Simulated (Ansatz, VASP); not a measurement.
One calculation of GaP, two programs

File INCAR:

```
ALGO = Normal
EDIFF = 1E-6
ENCUT = 520
GGA = PE
ISIF = 2
ISMEAR = 0
IVDW = 12
LASPH = True
LCHARG = False
LREAL = False
LWAVE = False
NBANDS = 16
NELM = 60
PREC = Accurate
SIGMA = 0.05
```

Contents of KPOINTS:

```
k-points
0
Gamma
  8 8 8
```

POSCAR

```
GaP
1.0
    0.0000000000      2.7216115738      2.7216115738
    2.7216115738      0.0000000000      2.7216115738
    2.7216115738      2.7216115738      0.0000000000
Ga P
1 1
Direct
    0.0000000000      0.0000000000      0.0000000000
    0.7500000000      0.7500000000      0.7500000000
```

Input for Ansatz:

```yaml
crystal:
  lattice:
    - [0.0, 2.7216115738, 2.7216115738]
    - [2.7216115738, 0.0, 2.7216115738]
    - [2.7216115738, 2.7216115738, 0.0]
  atoms:
    - { symbol: Ga, position: [0.0, 0.0, 0.0] }
    - { symbol: P, position: [0.75, 0.75, 0.75] }
basis:
  ecutwfc: 420
  ecutrho_ratio: 4
kpoints:
  mp_grid: { grid: [8, 8, 8] }
hamiltonian:
  xc: pbe
  dispersion: d3bj
scf:
  occupations: { method: gaussian, width: 0.05 }
output:
  forces: true
  stress: true
  eigenvalues: true
```

Alike in both runs: task single point; functional PBE; dispersion D3(BJ); k mesh 8 × 8 × 8; occupations gaussian, width 0.05 eV; no spin polarisation.

|  | VASP | Ansatz |
| --- | --- | --- |
| version | VASP 6.6.1 | Ansatz 0.2.0 |
| potentials or method | VASP PAW PBE potentials, release 64 (Ga_d, P) | scalar-relativistic, plane waves, PAW |
| plane-wave cutoff (eV) | 520 | 420 |
| valence electrons in the cell | 18 | 18 |

```tsv
	VASP	Ansatz	Ansatz less VASP
gap on the k mesh at the Fermi level (eV)	1.64	1.64	0.000
least direct gap on the mesh (eV)	1.86	1.86	+0.002
pressure (GPa)	0.0	0.1	+0.09
dispersion energy (meV/atom)	-317.9	-318.0	-0.08
```

A k mesh can miss the band edges.
